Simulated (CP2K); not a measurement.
# Pt under changes of volume

One of the cells (15.904 Å³/atom); the others are scaled copies at fixed shape and fractional positions:

```xyz
1
Lattice="2.7439 0.0000 0.0000 -0.9146 2.5870 0.0000 -0.9146 -1.2935 2.2404" Properties=species:S:1:pos:R:3 pbc="T T T"
Pt    0.0000    0.0000    0.0000
```

This isn't the form of Pt at room conditions, which is fcc.

* Program: CP2K 2026.2
* Functional: PBEsol
* Potentials or basis: POTENTIAL_UZH Pt GTH-PBE-q18; TZVP-MOLOPT-PBE-GTH basis
* Density cutoff: 6123 eV
* k mesh: 12 × 12 × 12
* Occupations: fermi-dirac, width 0.05 eV
* Spin: no spin polarisation

```csv
volume (Å³/atom),energy over the lowest point (meV/atom),pressure (GPa)
14.950,4.42,5.4
15.268,0.00,-0.7
15.586,6.99,-6.1
15.904,24.04,-10.9
16.222,49.94,-15.0
16.540,?,?
16.858,123.99,-21.8
```

Question: What does the run at 16.540 Å³/atom give?

Answer: Energy over the lowest point 83.59 meV/atom; pressure -18.7 GPa.

Worked out: A Birch-Murnaghan fit of order 3 (a polynomial in V^(-2/3)) to the other rows has its minimum at 15.23 Å³/atom with B0 = V·E''(V) = 280 GPa and B' = 5.2. It gives 83.56 meV/atom at 16.540 Å³/atom, against the run's 83.59, and -dE/dV = -18.7 GPa, against -18.7.

Energies are extrapolated to zero smearing.

Caveats: the potentials were made for another functional, which shifts forces and pressure; the basis of atomic orbitals isn't converged, which shifts pressures, moduli and gaps.
